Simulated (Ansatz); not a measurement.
# The unslipped end of a generalised stacking fault on (110) of a KCl-RbCl solid solution (80 atoms): geometry optimisation, part 2 of 2

Aim: bring the unslipped end of a generalised stacking fault on (110) of a KCl-RbCl solid solution (80 atoms) to a nearby minimum of the energy and see what moves.

Ansatz 0.2.0; Kohn-Sham DFT, PBE, PAW (set soft_2), plane waves.

The cell: 13 Rb, 40 Cl and 27 K. Atoms were free to move along the slip. The host structure and its lattice constant were typed by rule, without a check against the phase diagram.

So far. Step 3 (Relaxation): The relaxation changed the energy by -4.18 meV/atom, and atoms moved by 0.06 Å r.m.s., 0.14 Å at most.

## (5) Single point at the relaxed geometry

The electronic structure is read at the final geometry, in a run of its own.

Input file input.yaml:

```yaml
crystal:
  lattice:
    - [7.3394, 0.0, 0.0]
    - [0.0, 10.37948, 0.0]
    - [0.0, 0.0, 26.0487]
  atoms:
    - { symbol: Rb, position: [0.00012, 0.99976, 0.99747] }
    - { symbol: Cl, position: [0.24778, 0.99715, 0.09757] }
    - { symbol: K, position: [0.5001, 0.99981, 0.998] }
    - { symbol: Cl, position: [0.75282, 0.99713, 0.0976] }
    [... 70 atom lines left out ...]
    - { symbol: K, position: [0.50008, 0.24943, 0.89879] }
    - { symbol: Cl, position: [0.74969, 0.25245, 0.99718] }
    - { symbol: K, position: [0.00015, 0.75045, 0.8989] }
    - { symbol: Cl, position: [0.25057, 0.74681, 0.99932] }
    - { symbol: Rb, position: [0.50013, 0.74979, 0.89887] }
    - { symbol: Cl, position: [0.7496, 0.74685, 0.99933] }
kpoints:
  mp_grid: { grid: [2, 1, 1] }
hamiltonian:
  xc: pbe
scf:
  occupations: { method: gaussian, width: 0.025 }
output:
  forces: true
  stress: true
  populations: true
  dos:
    method: { smearing: { sigma: 0.1 } }
    de: 0.1
    projected: { site_lists: { Cl: [Cl], K: [K], Rb: [Rb] } }
  eigenvalues: true
  write_density: true
  write_potential: true
  volumetric_format: npy
```

The run is started by

```bash
$ ansatz run input.yaml --threads 8 --pin off --max-ram 15872MiB --backend cpu --events-out ev --progress --plain --runs-dir out
```

Numbers of over 12 decimals in the logs are rounded to 6 here.

The log of the run:

```text
[...]
Crystal: 80 atoms, lattice volume = 1984.368 Å³
Basis set: ecut = 420 eV, 38785 PW (Γ), exchange–correlation on 100×144×360 points (8 copies of the dense FFT grid, shifted against one another)
Bands: 400, of which v1, the nominal top of the filled ones, is band 320 counted from 1 (319 counted from 0)
Symmetry: 1 space group operations
[...]
k-points: 2
[...]
SCF iter   1: F=—  HF=-127322.128732 eV  |F-HF|=—  |Δ(HF+E_count)|=         —  Δρ=4.37e-4  dr2=6.02e-3  ethr=1.77e-3  ⟨swp⟩=12.0  Hψ=4700  notcnv=0  defer=29
[...]
SCF iter   6: F=-127322.106314 eV  HF=-127322.106314 eV  |F-HF|=8.44e-10  |Δ(HF+E_count)|=   3.10e-7  Δρ=9.10e-7  dr2=1.84e-8  ethr=1.56e-11  ⟨swp⟩=19.5  Hψ=6751  notcnv=0
SCF 1 converged in 6 iterations: F = -127322.106314 eV  dr2 = 1.84e-8
[...]
SCF converged after 6 iterations
Free energy (F): -127322.106314 eV
[...]
Internal energy: -127322.106314 eV  (E = F + TS)
E sigma→0 (E₀):  -127322.106314 eV
Fermi energy:    6.477251 eV
[...]
--- Forces (eV/Å), atoms counted from 1 ---
  atom   1  Rb     0.00036172     0.00137006    -0.00396899
  atom   2  Cl     0.00001610     0.00058468    -0.00105328
  atom   3  K      0.00063583    -0.00010756    -0.00351580
  atom   4  Cl    -0.00124534     0.00117107    -0.00169953
  atom   5  K      0.00076295     0.00015103    -0.00448413
  atom   6  Cl    -0.00101269    -0.00011842    -0.00219437
  atom   7  K      0.00140041    -0.00094248    -0.00510371
  atom   8  Cl    -0.00162936    -0.00081852    -0.00144577
  atom   9  K     -0.00073386    -0.00222151     0.00167022
  atom  10  Cl    -0.00077622     0.00209720    -0.00533477
  atom  11  Rb    -0.00041764    -0.00235704     0.00104582
  atom  12  Cl    -0.00023477     0.00183490    -0.00589736
  atom  13  K     -0.00021045     0.00029565     0.00807635
  atom  14  Cl    -0.00023506     0.00055939    -0.00593514
[...]
atom  79  Rb     0.00000392     0.00029570    -0.00967421
  atom  80  Cl     0.00039621    -0.00037471     0.00366551
  max |Σ_I F_I| component: 1.76e-5 eV/Å
--- Stress (GPa, compression-positive) ---
        4.849523       0.000001      -0.000065
        0.000001       4.775905      -0.016390
       -0.000065      -0.016390       4.636582
  P = ⅓ Tr σ = 4.7540 GPa (47.540 kbar)
--- Band table (eV) ---
[...]
--- Löwdin populations: 80 sites ---
  site symbol       q [e]
     0     Rb      8.1946
     1     Cl      7.6993
     2      K      8.2531
[...]
79     Cl      7.6988
  spilling = 0.004333 (of n_electrons = 640.000000)
```

Elapsed: 36 s, on 8 threads of Arm Neoverse V2, shared host; peak memory 6.8 GiB.

Numbers from this run:

* free energy: -127322.1063 eV
* free energy per atom: -1591.5263 eV/atom
* SCF cycles: 6
* pressure: 4.754 GPa
* r.m.s. force component: 0.00302 eV/Å
* longest force: 0.01083 eV/Å
* Fermi energy: 6.477 eV
* gap (highest filled to lowest empty level): 5.586 eV
* spilling of the projection: 0.004333

Löwdin charges by element (they lack the spilled electrons, 0.035 e an atom on average):

```
element  coordination  atoms  mean charge (e)  spread   least    most
     Cl           all     40           -0.699  5.0e-4  -0.700  -0.698
      K           all     27            0.754  0.0055   0.743   0.762
     Rb           all     13            0.798  0.0052   0.788   0.805
```

States in the cell by windows of 1 eV, zero at the Fermi level; the larger projections on atomic orbitals stand beside the total:

```
from (eV)  to (eV)  total   Cl p   K s
      -10       -6    0.0    0.0   0.0
       -6       -5    0.4    0.3   0.0
       -5       -4   85.3   79.2   2.5
       -4       -3  136.5  131.9   0.8
       -3       -2   17.9   17.7   0.0
       -2        2    0.0    0.0   0.0
        2        3    1.0    0.0   0.5
        3        4   16.4    0.2   3.7
        4        5   63.3    1.5  11.8
```

Between -26 and -10 eV lie 320 more states.

The stored curve holds about 560 of the 640 electrons; the rest, give or take the few that broadening carries across the Fermi level, lie in deeper levels below its range.

The levels nearest the highest filled one (over half full), pooled over k-points and spins:

```
level less the highest filled one (eV)  occupation
                               -0.0746           2
                               -0.0647           2
                               -0.0594           2
                                -0.054           2
                               -0.0469           2
                                     0           2
                                  5.59           0
                                  6.09           0
                                  6.11           0
                                  6.21           0
                                  6.22           0
                                  6.24           0
```

Electrostatic potential energy in the ca plane at fractional y = 0.000, with atoms of Rb and Cl and K within 0.2 Å of it. With pseudopotentials it is smooth inside the atoms' cores, unlike the true potential.

Ten even steps from '0' (-55 eV) to '9' (10 eV), each cell a mean:
```
22379999999984000489999999973225899999999742
54689999999997423799999999986457999999999875
88899987679999878899987799998889999877999988
99999962247999999999842369999999998533699999
99999941026999999999720149999999997311489999
99999952137999999999731159999999997311489999
88999986579999888999964579999999999644799999
55689999999998656899998999987668999988999986
00269999999985101589999999974236899999999853
00058999999983000389999999963124899999999731
00058999999984000489999999973225899999999742
22479999999997323799999999986457999999999864
87899998789998878899986789998889999866899988
99999973248999999999842269999999998422599999
99999941026999999999720148999999997201489999
99999951137999999999731259999999998412589999
98999975468999888999975589999899999755899999
66789998899998656899999999987668999999999986
32479999999986101589999999974336899999999853
11369999999983000389999999963114899999999731
```
Columns run along c (16.0 Å, from fractional 0.19 to 0.80 of the cell; values clipped at the 3rd and 97th percentile), rows up along a (7.3 Å). Atoms in or near the plane, at fractional coordinates: K at (0.20, 0.00), Cl at (0.30, 0.24), Rb at (0.20, 0.50), Cl at (0.30, 0.76), Rb at (0.40, 0.00), Cl at (0.50, 0.25), Rb at (0.40, 0.50), Cl at (0.50, 0.75), K at (0.60, 0.00), Cl at (0.70, 0.26), K at (0.60, 0.50), Cl at (0.70, 0.74), K at (0.80, 0.00), K at (0.80, 0.50).

Valence density in the ca plane at fractional y = 0.000, with atoms of Rb and Cl and K within 0.2 Å of it. It is the smooth field of the valence electrons, not physical close to the nuclei.

Values in e/Å³, 11 rows by 16 columns, each cell a mean:
```
1.8 0.6 0.1 0.1 0.3 2.6 1.0 0.1 0.1 0.1 2.2 1.5 0.1 0.2 0.1 1.4
0.5 0.2 0.6 0.9 0.1 0.3 0.1 0.5 1.0 0.2 0.3 0.2 0.4 1.1 0.3 0.3
0.0 0.1 1.1 1.1 0.2 0.0 0.1 1.0 1.1 0.4 0.0 0.0 0.8 1.1 0.6 0.0
0.3 0.1 0.9 1.2 0.2 0.2 0.1 0.7 1.3 0.2 0.2 0.1 0.5 1.3 0.4 0.1
1.6 0.5 0.2 0.2 0.2 2.1 0.7 0.2 0.3 0.1 1.8 1.1 0.1 0.2 0.1 1.3
1.8 0.8 0.1 0.1 0.4 3.6 1.4 0.1 0.1 0.2 3.0 2.1 0.1 0.1 0.1 2.4
1.2 0.3 0.3 0.4 0.2 1.2 0.4 0.3 0.5 0.1 1.0 0.7 0.2 0.5 0.1 0.8
0.1 0.1 1.0 1.2 0.2 0.1 0.1 0.9 1.3 0.3 0.1 0.1 0.6 1.4 0.5 0.1
0.1 0.1 1.1 1.2 0.2 0.0 0.1 0.9 1.3 0.3 0.0 0.0 0.7 1.3 0.5 0.1
0.9 0.2 0.4 0.6 0.1 0.8 0.3 0.3 0.6 0.1 0.6 0.4 0.2 0.7 0.2 0.6
1.8 0.8 0.1 0.1 0.3 3.3 1.3 0.1 0.1 0.2 2.8 1.9 0.1 0.1 0.1 1.5
```
Columns run along c (16.0 Å, from fractional 0.39 to 1.00 of the cell), rows up along a (7.3 Å). Atoms in or near the plane, at fractional coordinates: Rb at (0.00, 0.00), K at (0.00, 0.50), Rb at (0.40, 0.00), Cl at (0.50, 0.25), Rb at (0.40, 0.50), Cl at (0.50, 0.75), K at (0.60, 0.00), Cl at (0.70, 0.26), K at (0.60, 0.50), Cl at (0.70, 0.74), K at (0.80, 0.00), Cl at (0.90, 0.25), K at (0.80, 0.50), Cl at (0.90, 0.75).

Mean Löwdin charges: Cl -0.70, K +0.75, Rb +0.80 e (they miss 0.43 % of the electrons, so they add up to more than the cell's charge).

Local excerpt of 15 atoms (numbers count through the whole input) about Rb65, picked at random; x, y, z are measured from there.

```
atom      x      y      z  distance (Å)  bonds  Löwdin charge (e)
Rb65   0.00   0.00   0.00          0.00      8               0.80
Cl46   1.88   2.58   0.01          3.19      8              -0.70
Cl48  -1.88   2.58   0.01          3.19      8              -0.70
Cl54   1.86  -2.61  -0.01          3.20      8              -0.70
Cl56  -1.86  -2.61  -0.01          3.20      8              -0.70
Cl50   1.83   0.01  -2.63          3.20      8              -0.70
Cl52  -1.83   0.01  -2.63          3.20      8              -0.70
Cl66   1.83   0.05   2.64          3.21      8              -0.70
Cl68  -1.83   0.05   2.64          3.21      8              -0.70
 K45   0.00   2.58  -2.59          3.65      8               0.75
 K67   3.67   0.00   0.00          3.67      8               0.75
 K67  -3.67   0.00   0.00          3.67      8               0.75
 K61   0.00   2.59   2.63          3.69      8               0.76
 K53   0.00  -2.61  -2.62          3.70      8               0.74
Rb69   0.00  -2.61   2.64          3.72      8               0.79
```

The column of bonds counts only the pairs Cl-K within 3.62 Å, Cl-Rb within 3.62 Å; other neighbours, such as metal atoms beside each other in a compound, aren't counted, and periodic images can show an atom twice.

## (6) Results

```json
{
  "energy change in the relaxation": "-4.184 meV/atom",
  "r.m.s. displacement": "0.06 Å",
  "largest displacement": "0.143 Å",
  "free energy per atom": "-1591.5263 eV/atom",
  "density": "3 g/cm³",
  "pressure": "4.754 GPa",
  "r.m.s. force component": "0.00302 eV/Å",
  "gap (highest filled to lowest empty level)": "5.586 eV",
  "wall time of the 3 DFT runs": "1.9 min"
}
```

What this shows: Relaxation lowers the energy by 4.18 meV/atom and moves atoms by 0.06 Å r.m.s.; the r.m.s. force component goes from 0.10 to 0.0030 eV/Å, the pressure goes from 4.8 to 4.8 GPa, and the gap from 5.57 to 5.59 eV. By the final cutoffs no bond was broken or made. From the first step to the last the energy fell by 0.335 eV, and the largest move was 0.14 Å (Cl70). The Cl-Rb bonds change most in mean length: from 3.181 Å (spread 0.020) to 3.212 Å (spread 0.016). With the cutoffs above, all Cl atoms have 8, all K atoms have 8 and all Rb atoms have 8 bonded neighbours. The highest filled and lowest empty levels differ by 5.59 eV on the run's k-points; the mesh holds the band edges only if they fold onto it, so the gap at this level can be narrower or closed, while semilocal functionals tend to narrow gaps against experiment.

What to keep in mind: Atoms were free to move along the slip, so the relaxation can undo part or all of it. The pressure of 4.8 GPa says that the cell would expand at this level of theory.

[Logs are printed without paths, hosts, clocks, repeated set-up lines and the standing remarks that a program may print on its own settings, such as how far it seeks lower states.]

[Hosts, paths, dates, database ids (printed as entryN), source tags and the programs' standing remarks are cut or masked in the printed files.]
